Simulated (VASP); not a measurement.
Wanted: the native input for a VASP 6.6.1 run.

- Task: relaxation of cell and atoms
- Functional: LDA
- Potentials or basis: VASP PAW LDA potentials, release 64 (Sn_d)
- Cutoff: 350 eV
- k mesh: 4 × 4 × 4
- Occupations: gaussian, width 0.02 eV
- Spin: no spin polarisation
- Further INCAR settings: ALGO = Normal; EDIFF = 1e-07; IBRION = 2; EDIFFG = -0.002; NSW = 80; ISIF = 3

The structure of Sn lies in POSCAR:

```
Sn
1.0
    0.0000000000      3.2333428000      3.2333428000
    3.2333428000      0.0000000000      3.2333428000
    3.2333428000      3.2333428000      0.0000000000
Sn
2
Direct
    0.0000000000      0.0000000000      0.0000000000
    0.2500000000      0.2500000000      0.2500000000
```

This isn't the form of Sn at room conditions, which is tetragonal (white tin).

One way to write it, as run:

INCAR

```
ALGO = Normal
EDIFF = 1E-7
EDIFFG = -0.002
ENCUT = 350
IBRION = 2
ISIF = 3
ISMEAR = 0
LASPH = True
LCHARG = False
LREAL = False
LWAVE = False
NELM = 60
NSW = 80
PREC = Accurate
SIGMA = 0.02
```

KPOINTS

```
k-points
0
Gamma
  4 4 4
```

Potentials or basis: VASP PAW LDA potentials, release 64 (Sn_d).

Command:

```console
$ cat potpaw_LDA.64/Sn_d/POTCAR > POTCAR
$ mpirun -np 1 vasp_std > vasp.out
```

Results of the run:

| Quantity | Value |
| --- | --- |
| Relaxed volume | 34.18 Å³/atom |
| Relaxed cell | a = 4.590 Å, b = 4.590 Å, c = 4.590 Å, α = 60.00°, β = 60.00°, γ = 60.00° |
| Space group after relaxing (to 0.05 Å) | Fd-3m (No. 227) |
| Energy gained by relaxing | 0.6 meV/atom |
| Ionic steps | 3 |
| Pressure after relaxing | 0.0 GPa |
| Band gap on the k mesh | none (metal or under the smearing width) |

Caveat: the k mesh is coarse (spacing up to 0.42 Å⁻¹), so the values aren't converged.

It took 11 s on 1 thread of Intel(R) Xeon(R) Platinum 8259CL CPU @ 2.50GHz (Skylake/Cascade Lake) (shared host), peak memory 0.13 GiB.
